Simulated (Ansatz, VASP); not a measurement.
## LiF in VASP and in Ansatz

Contents of INCAR:

```
PREC = Accurate ; ENCUT = 520
EDIFF = 1E-6 ; ISMEAR = -1
SIGMA = 0.03 ; LREAL = F
LASPH = T ; NELM = 60
ALGO = Normal ; ISIF = 2
LWAVE = F ; LCHARG = F
GGA = PE ; NBANDS = 12
```

KPOINTS

```
Automatic mesh
0
Gamma
  10 10 10
```

The input POSCAR:

```
LiF
1.0
    0.0604200000      2.0442100000      2.0442100000
    2.0442100000      0.0604200000      2.0442100000
    2.0442100000      2.0442100000      0.0604200000
Li F
1 1
Direct
    0.0000000000      0.0000000000      0.0000000000
    0.5000000000      0.5000000000      0.5000000000
```

Input for Ansatz:

```yaml
crystal:
  lattice:
    - [0.06042, 2.04421, 2.04421]
    - [2.04421, 0.06042, 2.04421]
    - [2.04421, 2.04421, 0.06042]
  atoms:
    - { symbol: Li, position: [0.0, 0.0, 0.0] }
    - { symbol: F, position: [0.5, 0.5, 0.5] }
kpoints:
  mp_grid: { grid: [10, 10, 10] }
  band_path:
    path:
      - [0.0, 0.0, 0.0]
      - [0.5, 0.5, 0.5]
      - [0.2428775097, 0.5, 0.7571224903]
      - [-0.2428775097, 0.2428775097, 0.5]
      - [0.0, 0.0, 0.5]
      - [0.0, 0.0, 0.0]
      - [-0.3714387548, 0.0, 0.3714387548]
      - [0.0, 0.3714387548, 0.6285612452]
      - [0.0, 0.5, 0.5]
    npoints: 5
scf:
  occupations: { method: fermi_dirac, width: 0.03 }
hamiltonian:
  xc: pbe
  pseudopotentials: { kind: all_electron, lapw: { basis_error: 0.001 } }
output:
  forces: true
  stress: true
  eigenvalues: true
```

Change from the starting cell: equal xy, yz and zx shear strains of +3 %.

Alike in both runs: task single point; functional PBE; k mesh 10 × 10 × 10; occupations fermi-dirac, width 0.03 eV; no spin polarisation.

|  | VASP | Ansatz |
| --- | --- | --- |
| version | VASP 6.6.1 | Ansatz 0.2.0 |
| potentials or method | VASP PAW PBE potentials, release 64 (Li_sv, F) | all-electron LAPW, scalar-relativistic |
| plane-wave cutoff (eV) | 520 | see its input |

|  | VASP | Ansatz | Ansatz less VASP |
| --- | --- | --- | --- |
| gap on the k mesh at the Fermi level (eV) | 9.00 | 8.97 | -0.022 |

Ansatz ran all-electron here, so the differences hold the error of VASP's frozen core and of both bases.

 A k mesh can miss the band edges.
